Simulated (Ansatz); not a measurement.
**Molecular dynamics of MgO**

Input:

```yaml
accuracy: low
crystal:
  lattice:
    - [0.0, 4.2181, 4.2181]
    - [4.2181, 0.0, 4.2181]
    - [4.2181, 4.2181, 0.0]
  atoms:
    - { symbol: Mg, position: [0.0, 0.0, 0.0] }
    - { symbol: O, position: [0.25, 0.25, 0.25] }
    - { symbol: Mg, position: [0.0, 0.0, 0.5] }
    - { symbol: O, position: [0.25, 0.25, 0.75] }
    - { symbol: Mg, position: [0.0, 0.5, 0.0] }
    - { symbol: O, position: [0.25, 0.75, 0.25] }
    - { symbol: Mg, position: [0.0, 0.5, 0.5] }
    - { symbol: O, position: [0.25, 0.75, 0.75] }
    - { symbol: Mg, position: [0.5, 0.0, 0.0] }
    - { symbol: O, position: [0.75, 0.25, 0.25] }
    - { symbol: Mg, position: [0.5, 0.0, 0.5] }
    - { symbol: O, position: [0.75, 0.25, 0.75] }
    - { symbol: Mg, position: [0.5, 0.5, 0.0] }
    - { symbol: O, position: [0.75, 0.75, 0.25] }
    - { symbol: Mg, position: [0.5, 0.5, 0.5] }
    - { symbol: O, position: [0.75, 0.75, 0.75] }
basis:
  ecutwfc: 420.0
kpoints:
  mp_grid: { grid: [2, 2, 2] }
hamiltonian:
  xc: pbesol
scf:
  occupations: { method: fermi_dirac, width: 0.05 }
  lower_state_search: "off"
md:
  timestep: 1.5
  n_steps: 190
  ensemble: nve
  temperature: 2400.0
  initial_velocities: maxwell_boltzmann
  seed: 825356
```

Run as:

```bash
$ ansatz run input.yaml --threads 1 --pin off --max-ram 3072MiB --backend cpu --events-out ev --progress --plain --runs-dir out
```

It starts from a structure without forces on its atoms.

Output, in part (step lines):

```
md step     0: t =     0.00 fs  T =  2400.0 K  F+E_penalty+E_count = -19806.86045251 eV  E_kin = 4.653360 eV  conserved = -19802.20709255 eV  (8 SCF iters)
md step     1: t =     1.50 fs  T =  2368.6 K  F+E_penalty+E_count = -19806.79955933 eV  E_kin = 4.592537 eV  conserved = -19802.20702258 eV  (7 SCF iters)
md step     2: t =     3.00 fs  T =  2275.7 K  F+E_penalty+E_count = -19806.61900387 eV  E_kin = 4.412366 eV  conserved = -19802.20663827 eV  (7 SCF iters)
md step     3: t =     4.50 fs  T =  2125.1 K  F+E_penalty+E_count = -19806.32625781 eV  E_kin = 4.120340 eV  conserved = -19802.20591763 eV  (8 SCF iters)
md step     4: t =     6.00 fs  T =  1923.8 K  F+E_penalty+E_count = -19805.93477543 eV  E_kin = 3.729960 eV  conserved = -19802.20481580 eV  (7 SCF iters)
md step     5: t =     7.50 fs  T =  1682.0 K  F+E_penalty+E_count = -19805.46448691 eV  E_kin = 3.261198 eV  conserved = -19802.20328859 eV  (5 SCF iters)
md step     6: t =     9.00 fs  T =  1413.6 K  F+E_penalty+E_count = -19804.94223323 eV  E_kin = 2.740911 eV  conserved = -19802.20132237 eV  (4 SCF iters)
md step     7: t =    10.50 fs  T =  1136.0 K  F+E_penalty+E_count = -19804.40165332 eV  E_kin = 2.202678 eV  conserved = -19802.19897582 eV  (4 SCF iters)
[... lines left out ...]
md step   189: t =   283.50 fs  T =  1614.4 K  F+E_penalty+E_count = -19805.33273847 eV  E_kin = 3.130102 eV  conserved = -19802.20263652 eV  (4 SCF iters)
md step   190: t =   285.00 fs  T =  1645.6 K  F+E_penalty+E_count = -19805.39377300 eV  E_kin = 3.190709 eV  conserved = -19802.20306367 eV  (7 SCF iters)
```

The steps, from the saved trajectory:

```tsv
time (fs)	T (K)	potential energy less start (eV)	conserved less start (meV/atom)
0.0	2400	0.000	0.00
9.0	1414	1.918	0.36
18.0	293	4.101	0.98
27.0	1053	2.616	0.30
36.0	1500	1.750	0.30
45.0	1190	2.355	0.53
54.0	1211	2.314	0.53
63.0	1523	1.704	0.24
72.0	1195	2.344	0.53
81.0	1037	2.651	0.48
90.0	1089	2.548	0.46
99.0	1190	2.354	0.43
108.0	1261	2.216	0.50
117.0	1458	1.833	0.39
126.0	1424	1.899	0.36
135.0	1034	2.657	0.52
144.0	916	2.887	0.59
153.0	1280	2.177	0.34
162.0	1232	2.271	0.43
171.0	1073	2.583	0.62
180.0	1460	1.828	0.35
189.0	1444	1.859	0.32
198.0	973	2.778	0.70
207.0	1186	2.360	0.34
216.0	1181	2.372	0.49
225.0	1141	2.450	0.51
234.0	1150	2.431	0.47
243.0	1216	2.304	0.49
252.0	1338	2.066	0.40
261.0	1100	2.528	0.46
270.0	975	2.773	0.55
279.0	1402	1.942	0.41
```

All steps were run. The conserved energy stayed within 0.99 meV per atom of its start (net change 0.25 meV per atom), so the integration is sound. The temperature averaged 0.50 of the 2400 K drawn at the start: a run that starts near a minimum puts about half its kinetic energy into the potential. A run of 0.28 ps of so small a system gives no equilibrium averages. Limits of this set-up: coarse k mesh, low accuracy level.

Mean squared displacements from the first frame to the last, about the centre of mass: Mg 0.02 Å², O 0.02 Å².

Last frame:

```xyz
16
Lattice="0.0000 4.2181 4.2181 4.2181 0.0000 4.2181 4.2181 4.2181 0.0000" Properties=species:S:1:pos:R:3
Mg 0.030 0.102 -0.077
O 2.051 1.970 2.043
Mg 2.167 2.048 0.150
O 4.269 4.319 2.108
Mg 1.957 -0.090 2.065
O 4.327 2.315 4.230
Mg 4.252 2.165 2.190
O 6.354 4.207 4.201
Mg -0.070 2.201 2.194
O 1.984 4.176 4.107
Mg 2.125 4.236 2.048
O 4.298 6.234 4.193
Mg 2.099 2.025 4.120
O 4.335 4.135 6.365
Mg 4.213 4.206 4.357
O 6.277 6.357 6.233
```

The run took 6.7 min on 1 thread of Intel(R) Xeon(R) Platinum 8375C CPU @ 2.90GHz (Ice Lake), with other jobs on the host, peak memory 0.55 GiB.
